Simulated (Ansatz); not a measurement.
Crystal: C.

```xyz
2
Lattice="0.0000 1.7834 1.7834 1.7834 0.0000 1.7834 1.7834 1.7834 0.0000" Properties=species:S:1:pos:R:3 pbc="T T T"
C     2.6751    2.6751    2.6751
C     1.7834    1.7834    1.7834
```

This isn't the form of C at room conditions, which is graphite.

Base run:

| Item | Value |
| --- | --- |
| Program | Ansatz 0.2.0 |
| Functional | PBE |
| Potentials or basis | JTH PAW |
| Cutoff | 780 eV (not typed: the program's choice for these potentials) |
| k mesh | 13 × 13 × 13 |
| Occupations | fermi-dirac, width 0.05 eV |
| Spin | no spin polarisation |

Its results: band gap on the k mesh 4.14 eV, indirect (least direct gap 5.59 eV); pressure 1.1 GPa.

The run is repeated on the same cell with these changes: potentials or basis from JTH PAW to Ansatz PAW earlier set; cutoff from 780 eV (not typed: the program's choice for these potentials) to 800 eV. What comes out?

Band gap on the k mesh 4.15 eV, indirect (least direct gap 5.60 eV); pressure 1.8 GPa.
